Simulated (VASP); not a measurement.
**CsPbCl3 in VASP 6.6.1, single-point calculation**

INCAR

```
SIGMA = 0.02
NBANDS = 30
NELM = 72
LASPH = .TRUE.
GGA = PE
IBRION = -1
ISMEAR = -1
NSW = 0
LCHARG = .FALSE.
LWAVE = .FALSE.
PREC = Accurate
LREAL = .TRUE.
ENCUT = 520
ISIF = 2
EDIFF = 1E-7
```

KPOINTS

```
KPOINTS created by Atomic Simulation Environment
0
Gamma
4 4 4
0 0 0
```

POSCAR

```
Cs Pb Cl
 1.0000000000000000
     5.3457761936999999    0.0000000000000000    0.0000000000000000
     0.0000000000000000    5.3457761936999999    0.0000000000000000
     0.0000000000000000    0.0000000000000000    5.3457761936999999
 Cs  Pb  Cl
   1   1   3
Cartesian
  0.0000000000000000  0.0000000000000000  0.0000000000000000
  2.6728880968499995  2.6728880968499995  2.6728880968499995
  2.6728880968499995  2.6728880968499995  0.0000000000000000
  0.0000000000000000  2.6728880968499995  2.6728880968499995
  2.6728880968499995  0.0000000000000000  2.6728880968499995
```

The recommended PBE PAW datasets give the neutral cell 44 valence electrons.

Command

```
mpirun -np 1 vasp_std
```

OSZICAR

```
N       E                     dE             d eps       ncg     rms          rms(c)
DAV:   1     0.426444106617E+03    0.42644E+03   -0.20127E+04   600   0.137E+03
DAV:   2     0.363228010867E+02   -0.39012E+03   -0.36875E+03   672   0.330E+02
DAV:   3    -0.153546157841E+02   -0.51677E+02   -0.50622E+02   762   0.127E+02
DAV:   4    -0.174263207602E+02   -0.20717E+01   -0.20603E+01   788   0.301E+01
DAV:   5    -0.174988870017E+02   -0.72566E-01   -0.72528E-01   806   0.524E+00    0.717E+00
DAV:   6    -0.168642561980E+02    0.63463E+00   -0.11607E+00   870   0.103E+01    0.449E+00
DAV:   7    -0.168396556286E+02    0.24601E-01   -0.55919E-01   900   0.480E+00    0.193E+00
DAV:   8    -0.168503865152E+02   -0.10731E-01   -0.78846E-02   898   0.260E+00    0.328E-01
DAV:   9    -0.168494300228E+02    0.95649E-03   -0.11924E-02   892   0.105E+00    0.114E-01
DAV:  10    -0.168498251083E+02   -0.39509E-03   -0.14540E-03   706   0.222E-01    0.481E-02
DAV:  11    -0.168498824830E+02   -0.57375E-04   -0.13412E-04   842   0.115E-01    0.149E-02
DAV:  12    -0.168498855184E+02   -0.30355E-05   -0.21903E-05   910   0.572E-02    0.570E-03
DAV:  13    -0.168498859668E+02   -0.44838E-06   -0.47437E-06   920   0.222E-02    0.291E-03
DAV:  14    -0.168498863668E+02   -0.40000E-06   -0.50169E-07   708   0.500E-03    0.128E-03
DAV:  15    -0.168498862208E+02    0.14604E-06   -0.47262E-08   480   0.221E-03    0.218E-04
DAV:  16    -0.168498862103E+02    0.10440E-07   -0.28244E-08   408   0.125E-03
   1 F= -.16849886E+02 E0= -.16849886E+02  d E =-.380142E-11
```

From OUTCAR

```
k-points           NKPTS =     10   k-points in BZ     NKDIM =     10   number of bands    NBANDS=     30

   NELECT =      44.0000    total number of electrons

   dimension x,y,z NGX =    40 NGY =   40 NGZ =   40
   dimension x,y,z NGXF=    80 NGYF=   80 NGZF=   80

  energy-cutoff  :      520.00
  volume of cell :      152.77
      direct lattice vectors                 reciprocal lattice vectors
     5.345776194  0.000000000  0.000000000     0.187063574  0.000000000  0.000000000
     0.000000000  5.345776194  0.000000000     0.000000000  0.187063574  0.000000000
     0.000000000  0.000000000  5.345776194     0.000000000  0.000000000  0.187063574

 k-points in reciprocal lattice and weights: KPOINTS created by Atomic Simulation Env
   0.00000000  0.00000000  0.00000000       0.016
   0.25000000  0.00000000  0.00000000       0.094
   0.50000000  0.00000000  0.00000000       0.047
   0.25000000  0.25000000  0.00000000       0.188
   0.50000000  0.25000000  0.00000000       0.188
   0.50000000  0.50000000  0.00000000       0.047
   0.25000000  0.25000000  0.25000000       0.125
   0.50000000  0.25000000  0.25000000       0.188
   ...

 E-fermi :   4.3019

 k-point     1 :       0.0000    0.0000    0.0000
  band No.  band energies     occupation
      1     -18.4298      2.00000
      2     -13.9708      2.00000
      3     -13.9708      2.00000
      4     -13.4265      2.00000
      5     -13.4265      2.00000
      6     -13.4265      2.00000
      7     -12.9077      2.00000
      8     -11.4448      2.00000
      9     -11.4448      2.00000
     10      -5.3012      2.00000
     11      -5.3012      2.00000
     12      -5.3012      2.00000
     13      -3.2767      2.00000
     14      -2.4071      2.00000
     15      -2.4071      2.00000
     16      -2.4071      2.00000
     17      -0.0947      2.00000
     18      -0.0947      2.00000
     19      -0.0947      2.00000
     20       0.1009      2.00000
     21       0.1009      2.00000
     22       0.1009      2.00000
     23       6.3516      0.00000
     24       6.9251      0.00000
     25       6.9251      0.00000
     26       7.9161      0.00000
     27       7.9161      0.00000
     28       7.9161      0.00000
     29      10.2215      0.00000
     30      10.2215      0.00000

 k-point     2 :       0.2500    0.0000    0.0000
  band No.  band energies     occupation
      1     -18.4270      2.00000
      2     -13.9703      2.00000
      3     -13.8750      2.00000
      4     -13.4283      2.00000
      5     -13.4283      2.00000
      6     -13.4265      2.00000
      7     -12.7956      2.00000
      8     -11.7423      2.00000
      9     -11.4431      2.00000
     10      -5.2757      2.00000
     11      -5.2757      2.00000
     12      -5.2703      2.00000
     13      -4.2867      2.00000
     14      -2.3776      2.00000
     15      -2.3776      2.00000
     16      -1.0415      2.00000
     17      -0.1816      2.00000
     18      -0.1514      2.00000
     19      -0.1514      2.00000
     20       0.0175      2.00000
     21       0.0175      2.00000
     22       0.3776      2.00000
     23       6.9888      0.00000
     24       7.4300      0.00000
     25       7.4812      0.00000
     26       8.1462      0.00000
     27       8.3471      0.00000
     28       8.3471      0.00000
     29       8.4630      0.00000
     30      10.0018      0.00000

 ...

  Total        7.0363769      7.0363769      7.0363769     -0.0000000      0.0000000      0.0000000
  in kB       73.7950719     73.7950719     73.7950719     -0.0000000      0.0000000      0.0000000
  external PRESSURE =      73.7950719 kB  Pullay stress =       0.0000000 kB

 POSITION                                       TOTAL-FORCE (eV/Angst)
 -----------------------------------------------------------------------------------
      0.00000      0.00000      0.00000         0.000000      0.000000      0.000000
      2.67289      2.67289      2.67289         0.000000      0.000000      0.000000
      2.67289      2.67289      0.00000         0.000000      0.000000      0.000000
      0.00000      2.67289      2.67289         0.000000      0.000000      0.000000
      2.67289      0.00000      2.67289         0.000000      0.000000      0.000000
 -----------------------------------------------------------------------------------
    total drift:                                0.000000      0.000000     -0.000000

  FREE ENERGIE OF THE ION-ELECTRON SYSTEM (eV)
  ---------------------------------------------------
  free  energy   TOTEN  =       -16.8498862103 eV

  energy  without entropy=      -16.8498862103  energy(sigma->0) =      -16.84988621
```

It converged. Results: gap between bands v and c on the k mesh 1.17 eV; least direct gap on the k mesh 1.17 eV; pressure 7.4 GPa. Band v is the last that the valence electrons fill when counted band by band, and c is the next.

For comparison, a separate PBE run of the intended cell, on usual settings and not on those above, gives a gap of 1.17 eV on its mesh and a pressure of 7.7 GPa.

The run above took about 61 s on one core of a shared host (Intel Xeon Platinum 8488C) and held 0.25 GiB at most.
